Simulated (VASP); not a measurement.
# W (Im-3m) in VASP: notebook, part 2 of 2

VASP 6.6.1. Earlier steps stand in the parts before.

## 3. Single point, LDA+U

INCAR

```
SYSTEM = W
  ALGO = Fast
  EDIFF = 1E-7
  ENCUT = 520
  ISIF = 2
  ISMEAR = -1
  LASPH = .True.
  LCHARG = .False.
  LDAU = .True.
  LDAUJ = 0
  LDAUL = 2
  LDAUPRINT = 1
  LDAUTYPE = 2
  LDAUU = 3
  LMAXMIX = 4
  LREAL = .False.
  LWAVE = .False.
  NBANDS = 13
  NELM = 80
  PREC = Accurate
  SIGMA = 0.05
```

KPOINTS

```
k-points
0
Gamma
  12 12 12
  0 0 0
```

POSCAR

```
W
1.0
   -1.5823450000      1.5823450000      1.5823450000
    1.5823450000     -1.5823450000      1.5823450000
    1.5823450000      1.5823450000     -1.5823450000
W
1
Direct
    0.0000000000      0.0000000000      0.0000000000
```

Potentials or basis: VASP PAW LDA potentials, release 64 (W_sv).

Launch:

```console
cat potpaw_LDA.64/W_sv/POTCAR > POTCAR
mpirun -np 1 vasp_std > vasp.out
```

OUTCAR:

```text
SYSTEM = W
   EDIFF = 1E-7
   ENCUT = 520
   ISIF = 2
   ISMEAR = -1
   LASPH = .True.
   LREAL = .False.
   NELM = 80
   PREC = Accurate

 ion  position               nearest neighbor table
   1  0.000  0.000  0.000-

  LATTYP: Found a body centered cubic cell.
 ALAT       =     3.1646900000

  Lattice vectors:

 A1 = (  -1.5823450000,   1.5823450000,   1.5823450000)
 A2 = (   1.5823450000,  -1.5823450000,   1.5823450000)
 A3 = (   1.5823450000,   1.5823450000,  -1.5823450000)

Analysis of symmetry for initial positions (statically):
=====================================================================
 Subroutine PRICEL returns:
 Original cell was already a primitive cell.

 Routine SETGRP: Setting up the symmetry group for a
 body centered cubic supercell.

 Subroutine GETGRP returns: Found 48 space group operations
 (whereof 48 operations were pure point group operations)
 out of a pool of 48 trial point group operations.

The static configuration has the point symmetry O_h .

Analysis of symmetry for dynamics (positions and initial velocities):
=====================================================================
 Subroutine PRICEL returns:
 Original cell was already a primitive cell.

 Routine SETGRP: Setting up the symmetry group for a
 body centered cubic supercell.

 Subroutine GETGRP returns: Found 48 space group operations
 (whereof 48 operations were pure point group operations)
 out of a pool of 48 trial point group operations.

The dynamic configuration has the point symmetry O_h .

 Subroutine INISYM returns: Found 48 space group operations
 (whereof 48 operations are pure point group operations),
 and found     1 'primitive' translations

----------------------------------------------------------------------------------------

                                     Primitive cell

  volume of cell :      15.8476

  direct lattice vectors                    reciprocal lattice vectors
    -1.582345000  1.582345000  1.582345000     0.000000000  0.315986716  0.315986716
     1.582345000 -1.582345000  1.582345000     0.315986716  0.000000000  0.315986716
     1.582345000  1.582345000 -1.582345000     0.315986716  0.315986716  0.000000000

  length of vectors
     2.740701935  2.740701935  2.740701935     0.446872699  0.446872699  0.446872699

  position of ions in fractional coordinates (direct lattice)
     0.000000000  0.000000000  0.000000000

  ion indices of the primitive-cell ions
   primitive index   ion index
                 1           1

----------------------------------------------------------------------------------------

 KPOINTS: k-points

Automatic generation of k-mesh.
 Grid dimensions read from file:
 generate k-points for:   12   12   12

[... 87 lines left out ...]
   LORBIT       =      0    0 simple, 1 ext, 2 COOP (PROOUT), +10 PAW based schemes
 LDA+U is selected, type is set to LDAUTYPE =  2
   angular momentum for each species LDAUL =     2
   U (eV)           for each species LDAUU =   3.0
   J (eV)           for each species LDAUJ =   0.0
   GGA     = CA    functional components
   LHFCALC =     F    Hartree Fock is set to
   AEXX    =    0.0000 exact exchange contribution
   IVDW    =     0    specifies the selected vdW correction
   LEPSILON=     F    determine dielectric tensor
   LRPA    =     F    only Hartree local field effects (RPA)
 non-spin polarized calculation
 RMM-DIIS sequential band-by-band and
  energy-cutoff  :      520.00
  volume of cell :       15.85
 maximum number of plane-waves:       438
   NGX = 11   NGY = 11   NGZ = 11

atom =   1  type =  1  l = 2

 onsite density matrix

spin component  1

  0.4025  0.0000 -0.0000 -0.0000 -0.0000
  0.0000  0.4025  0.0000 -0.0000  0.0000
 -0.0000  0.0000  0.2388 -0.0000  0.0000
 -0.0000 -0.0000 -0.0000  0.4025  0.0000
 -0.0000  0.0000  0.0000  0.0000  0.2388

spin component  2

  0.4025  0.0000 -0.0000 -0.0000 -0.0000
  0.0000  0.4025  0.0000 -0.0000  0.0000
 -0.0000  0.0000  0.2388 -0.0000  0.0000
 -0.0000 -0.0000 -0.0000  0.4025  0.0000
 -0.0000  0.0000  0.0000  0.0000  0.2388

 occupancies and eigenvectors

  o =  0.2388  v =  0.0000  0.0000 -0.3587 -0.0000  0.9335  0.0000  0.0000  0.0000  0.0000  0.0000      0.0000  0.0000  0.0000  0.0000  0.0000  0.0000  0.0000  0.0000  0.0000  0.0000
  o =  0.2388  v =  0.0000  0.0000  0.0000  0.0000  0.0000  0.0000  0.0000 -0.3587 -0.0000  0.9335      0.0000  0.0000  0.0000  0.0000  0.0000  0.0000  0.0000  0.0000  0.0000  0.0000
  o =  0.2388  v =  0.0000 -0.0000 -0.9335 -0.0000 -0.3587  0.0000  0.0000  0.0000  0.0000  0.0000      0.0000  0.0000  0.0000  0.0000  0.0000  0.0000  0.0000  0.0000  0.0000  0.0000
  o =  0.2388  v =  0.0000  0.0000  0.0000  0.0000  0.0000  0.0000 -0.0000 -0.9335 -0.0000 -0.3587      0.0000  0.0000  0.0000  0.0000  0.0000  0.0000  0.0000  0.0000  0.0000  0.0000
  o =  0.4025  v =  0.0000  0.0916 -0.0000  0.9958  0.0000  0.0000  0.0000  0.0000  0.0000  0.0000      0.0000  0.0000  0.0000  0.0000  0.0000  0.0000  0.0000  0.0000  0.0000  0.0000
  o =  0.4025  v =  0.0000  0.0000  0.0000  0.0000  0.0000  0.0000  0.0916 -0.0000  0.9958  0.0000      0.0000  0.0000  0.0000  0.0000  0.0000  0.0000  0.0000  0.0000  0.0000  0.0000
  o =  0.4025  v =  0.0000  0.0000  0.0000  0.0000  0.0000  1.0000  0.0000  0.0000  0.0000  0.0000      0.0000  0.0000  0.0000  0.0000  0.0000  0.0000  0.0000  0.0000  0.0000  0.0000
  o =  0.4025  v =  1.0000  0.0000  0.0000  0.0000  0.0000  0.0000  0.0000  0.0000  0.0000  0.0000      0.0000  0.0000  0.0000  0.0000  0.0000  0.0000  0.0000  0.0000  0.0000  0.0000
  o =  0.4025  v =  0.0000  0.9958  0.0000 -0.0916  0.0000  0.0000  0.0000  0.0000  0.0000  0.0000      0.0000  0.0000  0.0000  0.0000  0.0000  0.0000  0.0000  0.0000  0.0000  0.0000
  o =  0.4025  v =  0.0000  0.0000  0.0000  0.0000  0.0000  0.0000  0.9958  0.0000 -0.0916  0.0000      0.0000  0.0000  0.0000  0.0000  0.0000  0.0000  0.0000  0.0000  0.0000  0.0000

 number of electron      14.0000004 magnetization

 Free energy of the ion-electron system (eV)
  ---------------------------------------------------
  ext. energy  EPLUGINS =         0.00000000
  ---------------------------------------------------
  free energy    TOTEN  =       -10.81315008 eV

  energy without entropy =      -10.80838743  energy(sigma->0) =      -10.81076875

 E-fermi :  11.4430     XC(G=0): -13.8437

 val. band max:       11.4402823730   @ k =  -0.2500   0.3333   0.1667
 cond. band min:      11.4820771834   @ k =  -0.1667   0.1667   0.1667
 fundamental gap:      0.0417948104
 Fermi energy:        11.4430170456

 k-point     1 :       0.0000    0.0000    0.0000
  band No.  band energies     occupation
      1     -62.5304      2.00000
      2     -26.3290      2.00000
      3     -26.3290      2.00000
      4     -26.3290      2.00000
      5       1.7799      2.00000
      6      10.2841      2.00000
      7      10.2841      2.00000
      8      10.2841      2.00000
      9      14.1319      0.00000
     10      14.1319      0.00000
     11      25.9108      0.00000
     12      25.9108      0.00000
     13      25.9108      0.00000
[... 354 lines left out ...]
  band No.  band energies     occupation
      1     -62.3901      2.00000
      2     -27.5472      2.00000
      3     -26.8133      2.00000
      4     -26.4240      2.00000
      5       5.9409      2.00000
      6       7.9082      2.00000
      7      11.2157      1.97902
      8      14.1949      0.00000
      9      15.0826      0.00000
     10      18.9421      0.00000
     11      21.3197      0.00000
     12      23.6293      0.00000
     13      27.4950      0.00000

 [... further k-points ...]

------------------------ aborting loop because EDIFF is reached ----------------------------------------

  FORCE on cell =-STRESS in cart. coord.  units (eV):
  Direction    XX          YY          ZZ          XY          YZ          ZX
  --------------------------------------------------------------------------------------
  -------------------------------------------------------------------------------------
  Total        0.1334802      0.1334802      0.1334802      0.0000000     -0.0000000      0.0000000
  in kB       13.4947248     13.4947248     13.4947248      0.0000000     -0.0000000      0.0000000
  external PRESSURE =      13.4947248 kB  Pullay stress =       0.0000000 kB

 VOLUME and BASIS-vectors are now :
 -----------------------------------------------------------------------------
  energy-cutoff  :      520.00
  volume of cell :       15.85
      direct lattice vectors                 reciprocal lattice vectors
    -1.582345000  1.582345000  1.582345000     0.000000000  0.315986716  0.315986716
     1.582345000 -1.582345000  1.582345000     0.315986716  0.000000000  0.315986716
     1.582345000  1.582345000 -1.582345000     0.315986716  0.315986716  0.000000000

 POSITION                                       TOTAL-FORCE (eV/Angst)
 -----------------------------------------------------------------------------------
      0.00000      0.00000      0.00000        -0.000000     -0.000000     -0.000000
 -----------------------------------------------------------------------------------
    total drift:                                0.000000     -0.000000      0.000000

  FREE ENERGIE OF THE ION-ELECTRON SYSTEM (eV)
  ---------------------------------------------------
  free  energy   TOTEN  =       -10.8131500773 eV

  energy  without entropy=      -10.8083874313  energy(sigma->0) =      -10.81076875
```

OSZICAR:

```text
N       E                     dE             d eps       ncg     rms          rms(c)
DAV:   1     0.884665681942E+02    0.88467E+02   -0.76720E+03  1877   0.125E+03
DAV:   2    -0.977019205502E+01   -0.98237E+02   -0.94070E+02  2097   0.319E+02
DAV:   3    -0.114712508148E+02   -0.17011E+01   -0.16951E+01  2037   0.403E+01
DAV:   4    -0.114782053832E+02   -0.69546E-02   -0.69544E-02  2072   0.281E+00
DAV:   5    -0.114782593578E+02   -0.53975E-04   -0.53973E-04  2077   0.239E-01    0.208E+01
RMM:   6    -0.109417859019E+02    0.53647E+00   -0.44571E-01  2038   0.602E+00    0.836E+00
RMM:   7    -0.108128360892E+02    0.12895E+00   -0.30411E-01  2042   0.492E+00    0.972E-01
RMM:   8    -0.108129346372E+02   -0.98548E-04   -0.12226E-02  2259   0.122E+00    0.229E-01
RMM:   9    -0.108131181093E+02   -0.18347E-03   -0.20464E-03  2209   0.526E-01    0.573E-02
RMM:  10    -0.108131485694E+02   -0.30460E-04   -0.27594E-04  2352   0.209E-01    0.103E-02
RMM:  11    -0.108131496092E+02   -0.10398E-05   -0.35965E-05  2333   0.759E-02    0.693E-03
RMM:  12    -0.108131499036E+02   -0.29446E-06   -0.94537E-06  2253   0.393E-02    0.592E-03
RMM:  13    -0.108131500171E+02   -0.11348E-06   -0.25890E-06  2173   0.193E-02    0.131E-03
RMM:  14    -0.108131500773E+02   -0.60198E-07   -0.60124E-07  1676   0.881E-03
   1 F= -.10813150E+02 E0= -.10810769E+02  d E =-.476265E-02
```

stdout:

```text
POSCAR found type information on POSCAR W
 POSCAR found :  1 types and       1 ions
 scaLAPACK will be used
 LDA part: xc-table for (Slater(with rela. corr.)+CA(PZ))
 , standard interpolation
 POSCAR, INCAR and KPOINTS ok, starting setup
 FFT: planning ... GRIDC
 FFT: planning ... GRID_SOFT
 FFT: planning ... GRID
 WAVECAR not read
 entering main loop
```

It took 9 s on 1 thread of Intel Xeon Platinum 8488C (Sapphire Rapids), shared host; peak memory 0.12 GiB.

Results:

| Item | Value |
| --- | --- |
| Free energy | -10.8132 eV |
| Pressure | 1.3 GPa |
| Band gap on the k mesh | none (metal or under the smearing width) |

Eigenvalues of the final occupation matrices:
| site | spin | trace | eigenvalues |
| --- | --- | --- | --- |
| site 1 d | 1 | 1.69 | 0.24 0.24 0.40 0.40 0.40 |
| site 1 d | 2 | 1.69 | 0.24 0.24 0.40 0.40 0.40 |

Caveat: U without spin polarisation on a metal has little footing; the U is typed as a test and isn't derived for this compound.

## 4. Single point, LDA+U

INCAR: that of step 3 with these lines changed.

```diff
@@ -13,3 +13,3 @@
   LDAUTYPE = 2
-  LDAUU = 3
+  LDAUU = 4
   LMAXMIX = 4
```

KPOINTS is that of step 3.

POSCAR is that of step 3.

Potentials or basis: VASP PAW LDA potentials, release 64 (W_sv).

Launch:

```console
cat potpaw_LDA.64/W_sv/POTCAR > POTCAR
mpirun -np 1 vasp_std > vasp.out
```

OUTCAR:

```text
SYSTEM = W
   EDIFF = 1E-7
   ENCUT = 520
   ISIF = 2
   ISMEAR = -1
   LASPH = .True.
   LREAL = .False.
   NELM = 80
   PREC = Accurate

 ion  position               nearest neighbor table
   1  0.000  0.000  0.000-

  LATTYP: Found a body centered cubic cell.
 ALAT       =     3.1646900000

  Lattice vectors:

 A1 = (  -1.5823450000,   1.5823450000,   1.5823450000)
 A2 = (   1.5823450000,  -1.5823450000,   1.5823450000)
[... 600 lines left out ...]
     12      23.6370      0.00000
     13      27.5207      0.00000

 [... further k-points ...]

------------------------ aborting loop because EDIFF is reached ----------------------------------------

  FORCE on cell =-STRESS in cart. coord.  units (eV):
  Direction    XX          YY          ZZ          XY          YZ          ZX
  --------------------------------------------------------------------------------------
  -------------------------------------------------------------------------------------
  Total        0.4371880      0.4371880      0.4371880      0.0000000     -0.0000000      0.0000000
  in kB       44.1992879     44.1992879     44.1992879      0.0000000     -0.0000000      0.0000000
  external PRESSURE =      44.1992879 kB  Pullay stress =       0.0000000 kB

 VOLUME and BASIS-vectors are now :
 -----------------------------------------------------------------------------
  energy-cutoff  :      520.00
  volume of cell :       15.85
      direct lattice vectors                 reciprocal lattice vectors
    -1.582345000  1.582345000  1.582345000     0.000000000  0.315986716  0.315986716
     1.582345000 -1.582345000  1.582345000     0.315986716  0.000000000  0.315986716
     1.582345000  1.582345000 -1.582345000     0.315986716  0.315986716  0.000000000

 POSITION                                       TOTAL-FORCE (eV/Angst)
 -----------------------------------------------------------------------------------
      0.00000      0.00000      0.00000         0.000000      0.000000      0.000000
 -----------------------------------------------------------------------------------
    total drift:                                0.000000     -0.000000      0.000000

  FREE ENERGIE OF THE ION-ELECTRON SYSTEM (eV)
  ---------------------------------------------------
  free  energy   TOTEN  =        -9.7319023250 eV

  energy  without entropy=       -9.7275547074  energy(sigma->0) =       -9.72972852
```

OSZICAR:

```text
N       E                     dE             d eps       ncg     rms          rms(c)
DAV:   1     0.895086950159E+02    0.89509E+02   -0.76704E+03  1877   0.125E+03
DAV:   2    -0.867618220517E+01   -0.98185E+02   -0.94026E+02  2097   0.319E+02
DAV:   3    -0.103734649976E+02   -0.16973E+01   -0.16912E+01  2037   0.403E+01
DAV:   4    -0.103804253713E+02   -0.69604E-02   -0.69602E-02  2062   0.281E+00
DAV:   5    -0.103804794866E+02   -0.54115E-04   -0.54116E-04  2082   0.240E-01    0.207E+01
RMM:   6    -0.984861694646E+01    0.53186E+00   -0.45637E-01  2041   0.611E+00    0.827E+00
RMM:   7    -0.972808007241E+01    0.12054E+00   -0.31305E-01  2047   0.500E+00    0.103E+00
RMM:   8    -0.973146790708E+01   -0.33878E-02   -0.13546E-02  2249   0.126E+00    0.227E-01
RMM:   9    -0.973183058983E+01   -0.36268E-03   -0.22469E-03  2213   0.550E-01    0.676E-02
RMM:  10    -0.973189765673E+01   -0.67067E-04   -0.31515E-04  2309   0.222E-01    0.194E-02
RMM:  11    -0.973190175243E+01   -0.40957E-05   -0.45209E-05  2307   0.855E-02    0.627E-03
RMM:  12    -0.973190203371E+01   -0.28128E-06   -0.11367E-05  2257   0.431E-02    0.216E-03
RMM:  13    -0.973190226031E+01   -0.22660E-06   -0.29447E-06  2074   0.204E-02    0.151E-03
RMM:  14    -0.973190232501E+01   -0.64708E-07   -0.55495E-07  1680   0.847E-03
   1 F= -.97319023E+01 E0= -.97297285E+01  d E =-.434762E-02
```

stdout:

```text
POSCAR found type information on POSCAR W
 POSCAR found :  1 types and       1 ions
 scaLAPACK will be used
 LDA part: xc-table for (Slater(with rela. corr.)+CA(PZ))
 , standard interpolation
 POSCAR, INCAR and KPOINTS ok, starting setup
 FFT: planning ... GRIDC
 FFT: planning ... GRID_SOFT
 FFT: planning ... GRID
 WAVECAR not read
 entering main loop
```

Run time: 9 s. Hardware: 1 thread of Intel Xeon Platinum 8488C (Sapphire Rapids), shared host; peak memory 0.12 GiB.

What came out:

```
Free energy            : -9.7319 eV
Pressure               : 4.4 GPa
Band gap on the k mesh : none (metal or under the smearing width)
```

Eigenvalues of the final occupation matrices:
| site | spin | trace | eigenvalues |
| --- | --- | --- | --- |
| site 1 d | 1 | 1.67 | 0.23 0.23 0.40 0.40 0.40 |
| site 1 d | 2 | 1.67 | 0.23 0.23 0.40 0.40 0.40 |

Caveat: U without spin polarisation on a metal has little footing; the U is typed as a test and isn't derived for this compound.

## 5. Overview

| U | gap on the mesh (eV) | pressure (GPa) |
| --- | --- | --- |
| W d U = 2 eV | none | -1.6 |
| W d U = 3 eV | none | 1.3 |
| W d U = 4 eV | none | 4.4 |

Alike in all rows: task single point; level LDA+U; potentials or basis VASP PAW LDA potentials, release 64 (W_sv); no spin polarisation; cell as given; k mesh 12 × 12 × 12; cutoff (eV) 520; smearing fermi-dirac 0.05 eV.

Every run on the cell as given and a fine mesh finds a metal.

Caveats: U without spin polarisation on a metal has little footing; the U is typed as a test and isn't derived for this compound.

Total energies depend on the potentials used, so only differences within one code and one set of settings carry meaning.
